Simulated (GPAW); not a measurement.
MoS2: single point with PBE+U

MoS2:

```xyz
3
Lattice="3.2275 0.0000 0.0000 -1.6137 2.7951 0.0000 0.0000 0.0000 6.3125" Properties=species:S:1:pos:R:3 pbc="T T T"
Mo    0.0000    0.0000    3.1562
S     1.6137    0.9317    4.7008
S     0.0000    1.8634    1.6117
```

Measurements of this composition are mostly on another form, of space group No. 194.

```yaml
Program: GPAW 26.7.0
Task: single point
Functional: PBE
Potentials_or_basis: GPAW PAW data sets (gpaw-data 1.2.1)
Cutoff: 500 eV
Basis: pw
k_mesh: 8 × 8 × 4
Occupations: fermi-dirac, width 0.05 eV
Spin: no spin polarisation
Hubbard_terms: Mo d U = 4 eV
```

The pressure is 1.8 GPa, the largest force is 0.226 eV/Å and the band gap on the k mesh is none (metal or under the smearing width).

Forces in eV/Å, atoms in the order of the input:
```
Mo   0.000  0.000  0.000
S    0.000  0.000  0.226
S    0.000  0.000 -0.226
```

Stress tensor (GPa, compression positive):
```
1.48 0.00 0.00
0.00 1.48 0.00
0.00 0.00 2.51
```

Levels at points of the mesh, in eV from the Fermi level:
| k point | band 10 | band 11 | band 12 | band 13 | band 14 | band 15 | band 16 | band 17 |
| --- | --- | --- | --- | --- | --- | --- | --- | --- |
| (0.00, 0.00, 0.00) | -1.78 | -1.21 | -0.92 | -0.92 | -0.26 | -0.26 | 3.33 | 3.33 |
| (0.00, 0.00, 0.50) | -3.52 | -0.93 | -0.93 | -0.33 | -0.33 | -0.22 | 3.49 | 3.49 |
| (0.50, 0.50, 0.00) | -4.00 | -3.15 | -1.76 | -1.71 | 1.22 | 1.57 | 3.67 | 3.97 |
| (0.50, 0.50, 0.50) | -4.05 | -2.36 | -2.12 | -1.56 | 1.22 | 1.61 | 3.35 | 4.62 |

It took 59 s on 1 thread of Arm Neoverse V1 (shared host), peak memory 0.16 GiB.

Caveat: the cutoff is short for stress and forces, so pressures can be off by a GPa or more; this functional lacks dispersion, which binds the layers, so the pressure and a relaxed spacing across them are unreliable; U without spin polarisation on a metal has little footing.
